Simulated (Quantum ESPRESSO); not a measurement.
Na: phonons at H under several settings

```
CELL_PARAMETERS angstrom
-2.14100 2.14100 2.14100
2.14100 -2.14100 2.14100
2.14100 2.14100 -2.14100
ATOMIC_POSITIONS crystal
Na 0.00000 0.00000 0.00000
```

All runs used Quantum ESPRESSO 7.5; potentials GBRV 1.5 PBE; k mesh 9 × 9 × 9; no spin polarisation; cutoff 612 eV; occupations cold, width 0.2 eV.

```tsv
level	geometry	volume (Å³/atom)	pressure (GPa)	frequencies (cm⁻¹)
PBE	relaxed at 0 GPa	?	0.0	?
PBE	relaxed at 2 GPa	30.78	2.0	163 163 163
PBE	relaxed at 5 GPa	26.29	4.9	185 185 185
PBE	relaxed at 10 GPa	22.33	10.0	209 209 209
PBE	relaxed at 15 GPa	20.00	15.0	226 226 226
```

Task: What stands in the row left open?

Result: Volume 36.80 Å³/atom; frequencies 139 139 139 cm⁻¹.

Caveats: the q point doesn't lie on the k mesh, which can shift a metal's frequencies strongly unless the mesh is converged; the volume moved by over 15 % at a fixed basis, so the end points are rough (some runs); the mesh is thin for the phonons of a metal (some runs); the cell is more than 3 GPa from zero pressure, which shifts response properties (some runs).

For the row left open. Caveat: the q point doesn't lie on the k mesh, which can shift a metal's frequencies strongly unless the mesh is converged.
